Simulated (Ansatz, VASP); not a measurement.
## One calculation of Hf2H, two programs

The input INCAR:

```
  PREC = Accurate
  ENCUT = 600
  EDIFF = 1E-7
  ISMEAR = 0
  SIGMA = 0.1
  LREAL = False
  LASPH = True
  NELM = 100
  ALGO = Normal
  ISIF = 3
  LWAVE = False
  LCHARG = False
  GGA = PE
  IBRION = 2
  NSW = 90
  EDIFFG = -0.04
```

The input KPOINTS:

```
regular mesh
0
Gamma
  6 6 4
```

POSCAR

```
Hf2H
1.0
    3.0125252900      0.0000000000      0.0000000000
   -1.5062626500      2.6089234300      0.0000000000
    0.0000000000      0.0000000000      4.8453409900
Hf H
2 1
Direct
    0.3333333300      0.6666666700      0.2500000000
    0.6666666700      0.3333333300      0.7500000000
    0.0000000000      0.0000000000      0.0000000000
```

Input for Ansatz:

```yaml
crystal:
  lattice:
    - [3.01252529, 0.0, 0.0]
    - [-1.50626265, 2.60892343, 0.0]
    - [0.0, 0.0, 4.84534099]
  atoms:
    - { symbol: Hf, position: [0.33333333, 0.66666667, 0.25] }
    - { symbol: Hf, position: [0.66666667, 0.33333333, 0.75] }
    - { symbol: H, position: [0.0, 0.0, 0.0] }
basis:
  ecutwfc: 420
kpoints:
  mp_grid: { grid: [6, 6, 4] }
hamiltonian:
  xc: pbe
scf:
  occupations: { method: gaussian, width: 0.1 }
  lower_state_search: "off"
output:
  forces: true
  stress: true
  eigenvalues: true
relax:
  adjacent_minimum: "off"
  f_tol: 0.04
  max_steps: 70
  cell: { stress_tol: 0.4 }
```

Change from the starting cell: species swapped into the Ag2O type (P-3m1, No. 164).

Alike in both runs: task relaxation of cell and atoms; functional PBE; k mesh 6 × 6 × 4; occupations gaussian, width 0.1 eV; no spin polarisation.

|  | VASP | Ansatz |
| --- | --- | --- |
| version | VASP 6.6.1 | Ansatz 0.2.0 |
| potentials or method | VASP PAW PBE potentials, release 64 (Hf_pv, H) | scalar-relativistic, plane waves, PAW |
| plane-wave cutoff (eV) | 600 | 420 |
| valence electrons in the cell | 21 | 53 |

VASP gave:

| Property | Result |
| --- | --- |
| gap on the k mesh at the Fermi level, each at its own relaxed structure (eV) | none |
| relaxed volume (Å³/atom) | 15.46 |
| relaxed cell length with the largest relative difference (Å) | 5.161 |
| energy change over the relaxation (meV/atom) | -259 |

Problem. Estimate Ansatz's values.

Solution. gap on the k mesh at the Fermi level, each at its own relaxed structure (eV): none; relaxed volume (Å³/atom): 15.55; relaxed cell length with the largest relative difference (Å): 5.174; energy change over the relaxation (meV/atom): -269.

A gap of «none» marks a metal or a gap that the smearing closes. The two sets of potentials don't hold the same shells in valence.

Caveats: the k mesh is coarse (spacing up to 0.40 Å⁻¹), so the values aren't converged; the volume moved by over 15 % at a fixed basis, so the end points are rough (VASP). Spin-orbit coupling is left out, which matters for the levels of Hf.
